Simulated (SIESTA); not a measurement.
Runs of SIESTA 5.4.2 on Cu. It takes space group Fm-3m (No. 225, cubic). The conventional cell has a = 3.615 Å, b = 3.615 Å, c = 3.615 Å, α = 90.00°, β = 90.00°, γ = 90.00°. Cu (site symmetry m-3m) has 12 Cu at 2.56 Å as nearest neighbours. 

```csv
level,potentials or basis,gap on the mesh (eV),pressure (GPa)
PW91,"PseudoDojo 0.4 standard (PBE files), DZP (energy shift 0.003 Ry; two zetas on semicore shells)",none,0.5
WC,"PseudoDojo 0.4 standard (PBEsol files), DZP (energy shift 0.003 Ry; two zetas on semicore shells)",none,-6.8
revPBE,"PseudoDojo 0.4 standard (PBE files), DZP (energy shift 0.003 Ry; two zetas on semicore shells)",none,(a)
LDA,"PseudoDojo 0.4 standard (LDA files), DZP (energy shift 0.003 Ry; two zetas on semicore shells)",none,-13.4
RPBE,"PseudoDojo 0.4 standard (PBE files), DZP (energy shift 0.003 Ry; two zetas on semicore shells)",none,7.1
AM05,"PseudoDojo 0.4 standard (PBEsol files), DZP (energy shift 0.003 Ry; two zetas on semicore shells)",none,(c)
BLYP,"PseudoDojo 0.4 standard (PBE files), DZP (energy shift 0.003 Ry; two zetas on semicore shells)",none,(b)
PBEsol,"PseudoDojo 0.4 standard (PBEsol files), DZP (energy shift 0.003 Ry; two zetas on semicore shells)",none,-7.4
```

Alike in all rows: task band structure; no spin polarisation; cell as given; k mesh 13 × 13 × 13; smearing fermi-dirac 0.05 eV; grid cutoff 800 Ry; energy shift 0.003 Ry.

Problem. Fill in the values left out.

Solution. (a) 5.4; (b) 7.5; (c) -7.8.

Caveats: short orbitals over semicore shells can move pressures by several GPa; the basis of atomic orbitals isn't converged, which shifts pressures, moduli and gaps; the potentials were made for another functional, which shifts forces and pressure (some runs).

A gap of «none» marks a metal or a gap under the smearing width.

Runs at the PBE level aren't shown here.
